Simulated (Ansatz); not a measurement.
# MoS2 in Ansatz: projected density of states with PBE

Aim: the projected density of states of MoS2 with PBE.

Everything below comes from runs of Ansatz 0.2.0. Logs are shortened: lines on timing, memory, paths and dates and some standing lists are left out, and cuts for length are marked.

## 1. The undisturbed slab

The cell holds a slab with vacuum, 6 atoms: a = 3.184 Å, b = 3.184 Å, c = 35.437 Å, α = 90.00°, β = 90.00°, γ = 120.00°.

## 2. Projected density of states, PBE (the (0 0 1) slab of MoS2, cut from the database cell, not relaxed)

Input file input.yaml:

```yaml
crystal:
  lattice:
    - [3.1841260822, 0.0, 0.0]
    - [-1.5920630411, 2.757534076, 0.0]
    - [0.0, 0.0, 35.4372499633]
  atoms:
    - { symbol: S, position: [0.33333333, 0.66666666, 0.2116417049] }
    - { symbol: Mo, position: [0.0, 0.0, 0.2554183808] }
    - { symbol: S, position: [0.33333333, 0.66666666, 0.2991950567] }
    - { symbol: S, position: [0.33333333, 0.66666666, 0.7008049433] }
    - { symbol: Mo, position: [0.0, 0.0, 0.7445816192] }
    - { symbol: S, position: [0.33333333, 0.66666666, 0.7883582951] }
kpoints:
  mp_grid: { grid: [10, 10, 1] }
  band_path:
    path:
      - [0.0, 0.0, 0.0]
      - [0.5, 0.0, 0.0]
      - [0.3333333333, 0.3333333333, 0.0]
      - [0.0, 0.0, 0.0]
      - [0.0, 0.0, 0.5]
      - [0.5, 0.0, 0.5]
      - [0.3333333333, 0.3333333333, 0.5]
      - [0.0, 0.0, 0.5]
    npoints: 10
scf:
  occupations: { method: fermi_dirac, width: 0.05 }
hamiltonian:
  xc: pbe
  pseudopotentials: { kind: all_electron, lapw: { basis_error: 0.002 } }
output:
  forces: true
  stress: true
  eigenvalues: true
  fatbands: false
  dos: { projected: true, de: 0.2, e_range: [-20, 6] }
  populations: true
```

Potentials or basis: all-electron LAPW, scalar-relativistic.

Command:

```console
ansatz run input.yaml --threads 8 --pin off --max-ram 28672MiB --backend cpu --events-out ev --progress --plain --runs-dir out
```

Log:

```text
Warning: RAYON_NUM_THREADS=8 ignored (pool sized by the plan → 8); use --threads N
S: projections on atomic orbitals take those of the free atom 1s2 2s2 2p6 3s2 3p4, of charge +0.00 (hamiltonian.pseudopotentials.projection_atoms)
Mo: projections on atomic orbitals take those of the free atom 1s2 2s2 2p6 3s2 3p6 3d10 4s2 4p6 4d5 5s1, of charge +0.00 (hamiltonian.pseudopotentials.projection_atoms)
LAPW: plane waves up to 7.958 Å⁻¹, error target 2.0e-3 eV per atom; small_component_spin mean_spin; S in spheres of 1.062 Å, 14 of its electrons in bands, Dirac shells []; Mo in spheres of 1.343 Å, 30 of its electrons in bands, Dirac shells [] (how accurate: hamiltonian.pseudopotentials.lapw.basis_error, Limitations)
Engine: ansatz 0.2.0, x86_64-unknown-linux-gnu
Pseudopotentials: kind: all_electron
Pseudopotential: S, LAPW, valence charge 14, lapw/all_electron/scalar/gaussian/S, Koelling and Harmon's equation, gaussian nucleus
Pseudopotential: Mo, LAPW, valence charge 30, lapw/all_electron/scalar/gaussian/Mo, Koelling and Harmon's equation, gaussian nucleus
Functional definition: PBE
  parameter kappa = 0.804
  parameter beta = 0.06672455060314922
  exchange = pbe_x(kappa = kappa, mu = beta*pi^2/3)
  correlation = pbe_c(beta = beta)
Crystal: 6 atoms, lattice volume = 311.151 Å³
Basis set: ecut = 241.2590572579232 eV, 2555 PW (Γ), exchange–correlation at level 2
Bands: 70, of which v1, the nominal top of the filled ones, is band 58 counted from 1 (57 counted from 0)
Symmetry: 12 space group operations
Space group: P-6m2 (ITA 187), of the structure as read, at distance tolerance 6.8e-5 Å
k-points: 14 of 100 (time reversal used)
Non-local potential: S, projectors of the file, none
Non-local potential: Mo, projectors of the file, none
Initial density: superposition of atomic densities (neutral atoms: chi_scale 0, normalization atom)
Initial wavefunctions: plane waves of lowest kinetic energy (no species holds an atomic orbital)
Functional: x = pbe(κ = 0.804, μ = 0.2195149727645171), c = pbe(β = 0.06672455060314922)
iter 1 solved again at ethr=5.57e-3 eV; its pass at ethr=1.00e-1 eV (dr2=6.46e0 eV) is discarded
SCF iter   1: F=—  HF=-263814.629848 eV  |F-HF|=—  |Δ(HF+E_count)|=         —  Δρ=3.84e-2  dr2=6.46e0  ethr=5.57e-3  ⟨swp⟩=2.4  Hψ=6276  notcnv=0
preconditioner: auto → Resta (q_TF=auto, 2.315 Å⁻¹)  ε∞=2.5  [insulator: Δε(μ)=1.872 eV  Ē_g=10.169 eV  σ=0.050 eV  W_gap=1.00  n_scr=56 (ndim 8)  ℏωp=12.6 eV  f_vac=0.648  D(μ)=0.00/eV (n_scr^D=0)  ε∞_Penn≈2.5  vacuum switching on, ρ_ref=7.5e-3 e/Å³]
SCF iter   2: F=—  HF=-263814.292879 eV  |F-HF|=—  |Δ(HF+E_count)|=   3.37e-1  Δρ=3.37e-2  dr2=1.33e1  ethr=5.57e-3  ⟨swp⟩=3.1  Hψ=3062  notcnv=0
iter 3 solved again at ethr=3.56e-4 eV; its pass at ethr=5.57e-3 eV (dr2=4.13e-1 eV) is discarded
SCF iter   3: F=—  HF=-263811.867862 eV  |F-HF|=—  |Δ(HF+E_count)|=    2.43e0  Δρ=1.11e-2  dr2=4.11e-1  ethr=3.56e-4  ⟨swp⟩=2.1  Hψ=4839  notcnv=0
SCF iter   4: F=—  HF=-263811.734106 eV  |F-HF|=—  |Δ(HF+E_count)|=         —  Δρ=2.51e-3  dr2=4.87e-2  ethr=3.54e-4  ⟨swp⟩=3.0  Hψ=3166  notcnv=0
the basis was enlarged: its passes take 9.8 MiB over the memory plan, 8 of 8 planned eigensolver slots
SCF iter   5: F=—  HF=-263811.726383 eV  |F-HF|=—  |Δ(HF+E_count)|=   7.72e-3  Δρ=9.07e-4  dr2=4.33e-3  ethr=4.20e-5  ⟨swp⟩=3.0  Hψ=2999  notcnv=0
SCF iter   6: F=—  HF=-263811.726228 eV  |F-HF|=—  |Δ(HF+E_count)|=   1.55e-4  Δρ=3.46e-4  dr2=7.09e-4  ethr=3.73e-6  ⟨swp⟩=2.1  Hψ=2759  notcnv=0
SCF iter   7: F=—  HF=-263811.726176 eV  |F-HF|=—  |Δ(HF+E_count)|=   5.16e-5  Δρ=3.27e-5  dr2=7.60e-6  ethr=6.11e-7  ⟨swp⟩=2.8  Hψ=2790  notcnv=0
SCF iter   8: F=—  HF=-263811.726182 eV  |F-HF|=—  |Δ(HF+E_count)|=   6.28e-6  Δρ=2.93e-5  dr2=2.82e-5  ethr=6.55e-9  ⟨swp⟩=3.0  Hψ=2980  notcnv=0
SCF iter   9: F=—  HF=-263811.726180 eV  |F-HF|=—  |Δ(HF+E_count)|=   2.37e-6  Δρ=1.35e-5  dr2=1.41e-6  ethr=6.55e-9  ⟨swp⟩=3.0  Hψ=2940  notcnv=0
SCF iter  10: F=-263811.726180 eV  HF=-263811.726180 eV  |F-HF|=1.65e-8  |Δ(HF+E_count)|=   4.02e-7  Δρ=1.37e-6  dr2=5.47e-9  ethr=1.21e-9  ⟨swp⟩=2.2  Hψ=2750  notcnv=0
SCF 1 converged in 10 iterations: F = -263811.726180 eV  dr2 = 5.47e-9
NSCF: frozen V_eff on 71 k-points
SCF converged after 10 iterations
Free energy (F): -263811.726180 eV
Harris-Foulkes:  -263811.726180 eV  (|F-HF|=1.65e-8)
Internal energy: -263811.726180 eV  (E = F + TS)
E sigma→0 (E₀):  -263811.726180 eV
Fermi energy:    0.960334 eV
--- Per-component energies (eV) ---
  E_band       = -14938.219640
  E_kinetic    = 272002.082440
  E_xc         = -9534.770385
  E_electrostatic = -526279.038234  (all electrons and nuclei)
  E_smearing   = -0.000000  (= −TS)
  E_closure    = 0.000000  (closes the sum)
  E_atoms      = -263768.176214  (free atoms, spherical and without spin; not in F)
  Σ components = -263811.726180   (vs F -263811.726180, Δ=0.00e0)
  Basis errors (estimates in eV, not in F): energy 9.3e-4 per atom: plane waves 8.4e-4 (5.1e-4 summed), levels above the bands 1.9e-48, relativity 5.3e-8, radial functions 8.6e-5, core shells 2.5e-7; eigenvalues (radial functions only) 3.7e-6; not estimated: angular momenta, meshes, grids; target (lapw.basis_error) 2.0e-3; muffin-tin radii S 1.062 Å, Mo 1.343 Å
--- Forces (eV/Å), atoms counted from 1 ---
  atom   1  S      0.00000000     0.00000000    -0.21888280
  atom   2  Mo    -0.00000000     0.00000000     0.00002352
  atom   3  S      0.00000000     0.00000000     0.21887918
  atom   4  S      0.00000000     0.00000000    -0.21887918
  atom   5  Mo    -0.00000000     0.00000000    -0.00002352
  atom   6  S      0.00000000     0.00000000     0.21888280
  max |Σ_I F_I| component: 1.30e-16 eV/Å
--- Stress (GPa, compression-positive) ---
        0.261698       0.000000       0.000000
        0.000000       0.261698       0.000000
        0.000000       0.000000       0.700361
  P = ⅓ Tr σ = 0.4079 GPa (4.079 kbar)
--- Band table (eV; the first three rows and the last of 14) ---
  k-point 0: bands = ["-375.6565", "-375.6565", "-375.6375", "-375.6375", "-375.6375", "-375.6375", "-217.5376", "-217.5376", "-217.5376", "-217.5376", "-217.5254", "-217.5254", "-217.5166", "-217.5166", "-217.5166", "-217.5166", "-205.1730", "-205.1730", "-205.1730", "-205.1730", "-149.9676", "-149.9676", "-149.9676", "-149.9676", "-149.9676", "-149.9676", "-149.9676", "-149.9676", "-149.9132", "-149.9132", "-149.9132", "-149.9132", "-60.7870", "-60.7870", "-34.9237", "-34.9237", "-34.7212", "-34.7212", "-34.7212", "-34.7212", "-14.0334", "-14.0334", "-12.6905", "-12.6905", "-5.5481", "-5.5481", "-2.5918", "-2.5918", "-2.5918", "-2.5918", "-1.6565", "-1.6565", "-1.4718", "-1.4718", "-1.4718", "-1.4718", "0.1186", "0.1186", "2.8413", "2.8413", "2.8413", "2.8413", "3.1184", "3.1184", "3.1184", "3.1184", "5.4619", "5.5597", "5.6009", "5.7639"]
  k-point 1: bands = ["-375.6565", "-375.6565", "-375.6375", "-375.6375", "-375.6375", "-375.6375", "-217.5376", "-217.5376", "-217.5376", "-217.5376", "-217.5254", "-217.5254", "-217.5166", "-217.5166", "-217.5166", "-217.5166", "-205.1730", "-205.1730", "-205.1730", "-205.1730", "-149.9676", "-149.9676", "-149.9676", "-149.9676", "-149.9676", "-149.9676", "-149.9676", "-149.9676", "-149.9132", "-149.9132", "-149.9132", "-149.9132", "-60.7834", "-60.7834", "-34.9166", "-34.9166", "-34.7577", "-34.7577", "-34.7295", "-34.7295", "-13.8868", "-13.8868", "-12.6321", "-12.6321", "-5.3841", "-5.3841", "-2.9066", "-2.9066", "-2.4383", "-2.4383", "-2.3179", "-2.3179", "-1.6992", "-1.6992", "-1.0376", "-1.0376", "0.0332", "0.0332", "2.6760", "2.6760", "2.7503", "2.7503", "2.9540", "2.9540", "3.0955", "3.0955", "5.7107", "5.7962", "5.8292", "5.9574"]
  k-point 2: bands = ["-375.6565", "-375.6565", "-375.6375", "-375.6375", "-375.6375", "-375.6375", "-217.5376", "-217.5376", "-217.5376", "-217.5376", "-217.5254", "-217.5254", "-217.5166", "-217.5166", "-217.5166", "-217.5166", "-205.1730", "-205.1730", "-205.1730", "-205.1730", "-149.9676", "-149.9676", "-149.9676", "-149.9676", "-149.9676", "-149.9676", "-149.9676", "-149.9676", "-149.9132", "-149.9132", "-149.9132", "-149.9132", "-60.7741", "-60.7741", "-34.8978", "-34.8978", "-34.8522", "-34.8522", "-34.7511", "-34.7511", "-13.4809", "-13.4809", "-12.4709", "-12.4709", "-5.0256", "-5.0256", "-3.5378", "-3.5378", "-3.1069", "-3.1069", "-2.1917", "-2.1917", "-2.0246", "-2.0246", "-1.0503", "-1.0503", "-0.3498", "-0.3498", "2.3216", "2.3216", "2.6088", "2.6088", "2.7534", "2.7534", "3.6251", "3.6251", "6.2768", "6.3620", "6.3875", "6.5091"]
  k-point 13: bands = ["-375.6565", "-375.6565", "-375.6375", "-375.6375", "-375.6375", "-375.6375", "-217.5376", "-217.5376", "-217.5376", "-217.5376", "-217.5254", "-217.5254", "-217.5166", "-217.5166", "-217.5166", "-217.5166", "-205.1730", "-205.1730", "-205.1730", "-205.1730", "-149.9676", "-149.9676", "-149.9676", "-149.9676", "-149.9676", "-149.9676", "-149.9676", "-149.9676", "-149.9132", "-149.9132", "-149.9132", "-149.9132", "-60.7456", "-60.7456", "-35.0173", "-35.0173", "-34.9345", "-34.9345", "-34.8403", "-34.8403", "-11.9514", "-11.9514", "-11.8367", "-11.8367", "-5.2713", "-5.2713", "-4.7519", "-4.7519", "-3.7462", "-3.7462", "-3.4032", "-3.4032", "-2.8775", "-2.8775", "-1.9268", "-1.9268", "-0.0707", "-0.0707", "1.8525", "1.8525", "3.2205", "3.2205", "3.4970", "3.4970", "4.9015", "4.9015", "7.2487", "7.2487", "7.9474", "7.9474"]
--- Löwdin populations: 6 sites ---
  site symbol       q [e]
     0      S     16.0744
     1     Mo     41.6516
     2      S     16.0744
     3      S     16.0744
     4     Mo     41.6516
     5      S     16.0744
  spilling = 0.002698 (of n_electrons = 148.000000)
```

It took 79 s on 8 threads of Intel Xeon at 2.50GHz (Skylake/Cascade Lake), shared host; peak memory 1.4 GiB.

Results:

```
Free energy             : -263811.7262 eV
Largest force           : 0.219 eV/Å
Band gap on the k mesh  : 1.73 eV, indirect (least direct gap 1.92 eV)
Band gap along the path : 1.59 eV, indirect (least direct gap 1.66 eV)
Work function           : 5.07 eV
```

Forces in eV/Å, atoms in the order of the input:
```
S    0.000  0.000 -0.219
Mo   0.000  0.000  0.000
S    0.000  0.000  0.219
S    0.000  0.000 -0.219
Mo   0.000  0.000  0.000
S    0.000  0.000  0.219
```

Levels at the corners of the path, in eV from the valence-band top:
```csv
point,band 55,band 56,band 57,band 58,band 59,band 60,band 61,band 62
Γ,-1.59,-1.59,0.00,0.00,2.72,2.72,2.72,2.72
M,-1.05,-1.05,-0.67,-0.67,2.19,2.19,2.71,2.71
K,-2.16,-2.16,-0.07,-0.07,1.59,1.59,3.07,3.07
Γ,-1.59,-1.59,0.00,0.00,2.72,2.72,2.72,2.72
A,-1.59,-1.59,0.00,0.00,2.72,2.72,2.72,2.72
L,-1.05,-1.05,-0.67,-0.67,2.19,2.19,2.71,2.71
H,-2.16,-2.16,-0.07,-0.07,1.59,1.59,3.07,3.07
A,-1.59,-1.59,0.00,0.00,2.72,2.72,2.72,2.72
```

States per cell in windows of 1 eV (zero at the valence-band top; states under -8 eV left out):
```tsv
from (eV)	total	Mo2 4d	Mo5 4d	S1 3p	S6 3p	S3 3p	S4 3p
-8.0	0.00	0.00	0.00	0.00	0.00	0.00	0.00
-7.0	0.00	0.00	0.00	0.00	0.00	0.00	0.00
-6.0	4.51	0.72	0.72	0.68	0.68	0.68	0.68
-5.0	3.32	0.47	0.47	0.53	0.53	0.53	0.53
-4.0	6.56	1.03	1.03	1.00	1.00	1.00	1.00
-3.0	4.12	0.75	0.75	0.62	0.62	0.62	0.62
-2.0	5.57	0.48	0.48	1.09	1.09	1.09	1.09
-1.0	3.89	1.29	1.29	0.29	0.29	0.29	0.29
0.0	0.03	0.01	0.01	0.00	0.00	0.00	0.00
1.0	1.21	0.40	0.40	0.09	0.09	0.09	0.09
2.0	8.28	2.50	2.50	0.69	0.69	0.69	0.69
3.0	3.76	0.92	0.92	0.39	0.39	0.39	0.39
4.0	2.74	0.64	0.64	0.30	0.30	0.30	0.30
5.0	0.73	0.01	0.01	0.00	0.00	0.00	0.00
```

Caveat: the density of states is complete only up to the lowest level of the last band computed.
